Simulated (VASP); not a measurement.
C:

```
CELL_PARAMETERS angstrom
2.52210 0.00000 0.00000
-1.26105 2.18420 0.00000
0.00000 0.00000 12.35570
ATOMIC_POSITIONS crystal
C 0.66667 0.33333 0.35417
C 0.33333 0.66667 0.85417
C 0.66667 0.33333 0.14583
C 0.33333 0.66667 0.64583
C 0.66667 0.33333 0.47917
C 0.33333 0.66667 0.97917
C 0.66667 0.33333 0.02083
C 0.33333 0.66667 0.52083
C 0.00000 0.00000 0.81250
C 0.00000 0.00000 0.31250
C 0.00000 0.00000 0.68750
C 0.00000 0.00000 0.18750
```

This is a hexagonal form of diamond, not graphite.

Base run:

| Item | Value |
| --- | --- |
| Program | VASP 6.6.1 |
| Functional | SCAN |
| Potentials or basis | VASP PAW PBE potentials, release 64 (C) |
| Cutoff | 520 eV |
| k mesh | 12 × 12 × 3 |
| Occupations | fermi-dirac, width 0.05 eV |
| Spin | no spin polarisation |

Its results: band gap on the k mesh 4.78 eV, indirect (least direct gap 5.82 eV); pressure -3.9 GPa; largest force 0.342 eV/Å.

Problem. The run is repeated on the same cell with these changes: functional from SCAN to TPSS; further incar settings from ALGO = Normal; EDIFF = 1e-07 to ALGO = Normal; EDIFF = 1e-06; NBANDS = 36. What comes out?

Solution. Band gap on the k mesh 4.41 eV, indirect (least direct gap 5.52 eV); pressure 2.1 GPa; largest force 0.336 eV/Å.

Caveats: the PAW data sets were made with another functional, which shifts forces and pressure a little.
